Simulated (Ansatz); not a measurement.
Geometry optimisation in Ansatz: input, command and trajectory.

```yaml
crystal:
  lattice:
    - [-2.6546631855, 2.6546631855, 3.8022858645]
    - [2.6546631855, -2.6546631855, 3.8022858645]
    - [2.6546631855, 2.6546631855, -3.8022858645]
  atoms:
    - { symbol: Sr, position: [0.75, 0.25, 0.5] }
    - { symbol: Sr, position: [0.25, 0.75, 0.5] }
    - { symbol: Ti, position: [0.0, 0.0, 0.0] }
    - { symbol: Ti, position: [0.5, 0.5, 0.0] }
    - { symbol: O, position: [0.25, 0.25, 0.0] }
    - { symbol: O, position: [0.75, 0.75, 0.0] }
    - { symbol: O, position: [0.7171054185, 0.2171054185, 0.934210837] }
    - { symbol: O, position: [0.2171054185, 0.2828945815, 0.5] }
    - { symbol: O, position: [0.2828945815, 0.7828945815, 0.065789163] }
    - { symbol: O, position: [0.7828945815, 0.7171054185, 0.5] }
basis:
  ecutwfc: 420
kpoints:
  mp_grid: { grid: [8, 8, 8] }
hamiltonian:
  xc: pbe
scf:
  occupations: { method: gaussian, width: 0.02 }
output:
  forces: true
  stress: true
  eigenvalues: true
relax:
  adjacent_minimum: "off"
  f_tol: 0.01
  max_steps: 30
  cell: { stress_tol: 0.1, fix: [volume] }
```

```bash
ansatz run input.yaml --threads 2 --pin off --max-ram 5120MiB --backend cpu --events-out ev --progress --plain --runs-dir out
```

Computed with Ansatz 0.2.0, DFT PBE, scalar-relativistic, plane waves, PAW.

The volume is held at 0.88 times that of the relaxed cell.

Of 5 frames 4 are shown, positions in Å and forces in eV/Å; the SCF threshold varies from step to step. Steps run on the plane waves of an earlier cell, with a Pulay correction in the pressure. The basis is chosen afresh for the last frame, the zero of the energies, and at times for earlier ones too; energy and pressure step there, also at an unchanged geometry.

```xyz
10
Lattice="-2.6547 2.6547 3.8023 2.6547 -2.6547 3.8023 2.6547 2.6547 -3.8023" Properties=species:S:1:pos:R:3:forces:R:3 pbc="T T T" step=1 free_energy_over_end_meV_per_atom=0.25 pressure_GPa=28.23
Sr    0.0000    2.6547    1.9011    0.0000    0.0000    0.0000
Sr    2.6547    0.0000    1.9011    0.0000    0.0000    0.0000
Ti    0.0000    0.0000    0.0000    0.0000    0.0000    0.0000
Ti    0.0000    0.0000    3.8023    0.0000    0.0000    0.0000
O     0.0000    0.0000    1.9011    0.0000    0.0000    0.0000
O     0.0000    0.0000    5.7034    0.0000    0.0000    0.0000
O     1.1527    3.8073    0.0000   -0.0281   -0.0281    0.0000
O     1.5020    1.1527    0.0000    0.0281   -0.0281    0.0000
O     1.5020   -1.1527    3.8023    0.0281    0.0281    0.0000
O     1.1527    1.5020    3.8023   -0.0281    0.0281    0.0000
10
Lattice="-2.6540 2.6540 3.8042 2.6540 -2.6540 3.8042 2.6540 2.6540 -3.8042" Properties=species:S:1:pos:R:3:forces:R:3 pbc="T T T" step=2 free_energy_over_end_meV_per_atom=0.17 pressure_GPa=28.19
Sr    0.0000    2.6540    1.9021    0.0000    0.0000    0.0000
Sr    2.6540    0.0000    1.9021    0.0000    0.0000    0.0000
Ti    0.0000    0.0000    0.0000    0.0000    0.0000    0.0000
Ti    0.0000    0.0000    3.8042    0.0000    0.0000    0.0000
O     0.0000    0.0000    1.9021    0.0000    0.0000    0.0000
O     0.0000    0.0000    5.7063    0.0000    0.0000    0.0000
O     1.1485    3.8025    0.0000   -0.0232   -0.0232    0.0000
O     1.5055    1.1485    0.0000    0.0232   -0.0232    0.0000
O     1.5055   -1.1485    3.8042    0.0232    0.0232    0.0000
O     1.1485    1.5055    3.8042   -0.0232    0.0232    0.0000
10
Lattice="-2.6516 2.6516 3.8111 2.6516 -2.6516 3.8111 2.6516 2.6516 -3.8111" Properties=species:S:1:pos:R:3:forces:R:3 pbc="T T T" step=3 free_energy_over_end_meV_per_atom=0.02 pressure_GPa=27.97
Sr    0.0000    2.6516    1.9056    0.0000    0.0000    0.0000
Sr    2.6516    0.0000    1.9056    0.0000    0.0000    0.0000
Ti    0.0000    0.0000    0.0000    0.0000    0.0000    0.0000
Ti    0.0000    0.0000    3.8111    0.0000    0.0000    0.0000
O     0.0000    0.0000    1.9056    0.0000    0.0000    0.0000
O     0.0000    0.0000    5.7167    0.0000    0.0000    0.0000
O     1.1292    3.7808    0.0000    0.0076    0.0076    0.0000
O     1.5224    1.1292    0.0000   -0.0076    0.0076    0.0000
O     1.5224   -1.1292    3.8111   -0.0076   -0.0076    0.0000
O     1.1292    1.5224    3.8111    0.0076   -0.0076    0.0000
10
Lattice="-2.6512 2.6512 3.8121 2.6512 -2.6512 3.8121 2.6512 2.6512 -3.8121" Properties=species:S:1:pos:R:3:forces:R:3 pbc="T T T" step=5 free_energy_over_end_meV_per_atom=0.00 pressure_GPa=28.00
Sr    0.0000    2.6512    1.9061    0.0000    0.0000    0.0000
Sr    2.6512    0.0000    1.9061    0.0000    0.0000    0.0000
Ti    0.0000    0.0000    0.0000    0.0000    0.0000    0.0000
Ti    0.0000    0.0000    3.8121    0.0000    0.0000    0.0000
O     0.0000    0.0000    1.9061    0.0000    0.0000    0.0000
O     0.0000    0.0000    5.7182    0.0000    0.0000    0.0000
O     1.1317    3.7829    0.0000   -0.0002   -0.0002    0.0000
O     1.5196    1.1317    0.0000    0.0002   -0.0002    0.0000
O     1.5196   -1.1317    3.8121    0.0002    0.0002    0.0000
O     1.1317    1.5196    3.8121   -0.0002    0.0002    0.0000
```

The run took 44 s on 2 threads of Arm Neoverse V2 (shared host), peak memory 0.56 GiB.